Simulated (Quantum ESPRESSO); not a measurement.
# Bi in Quantum ESPRESSO: the effect of functional

The system is Bi.

```
Bi
1.0
    -1.98143    1.98143    1.98143
     1.98143   -1.98143    1.98143
     1.98143    1.98143   -1.98143
Bi
1
Direct
  0.00000 0.00000 0.00000
```

This isn't the form of Bi at room conditions, which is rhombohedral.

Alike in all runs:

* Program: Quantum ESPRESSO 7.5
* Task: band structure
* Potentials or basis: SG15 PBE 1.2
* Cutoff: 898 eV
* Density cutoff: 3592 eV
* k mesh: 9 × 9 × 9
* Occupations: fermi-dirac, width 0.05 eV
* Spin: no spin polarisation

Task: One run gave: pressure 0.8 GPa. Which functional did it use?
A. PBE
B. rPW86PBE
C. RPBE
D. WC
E. LDA

Result: A.

```csv
functional,dispersion,pressure (GPa)
LDA,-,-3.2
PBEsol,-,-1.9
PBE,-,0.8
RPBE,-,2.3
AM05,-,-1.8
vdW-DF-cx,-,-1.5
rPW86PBE,rVV10,2.4
WC,-,-1.7
```

Caveats: the potentials were made for another functional, which shifts forces and pressure (some runs).
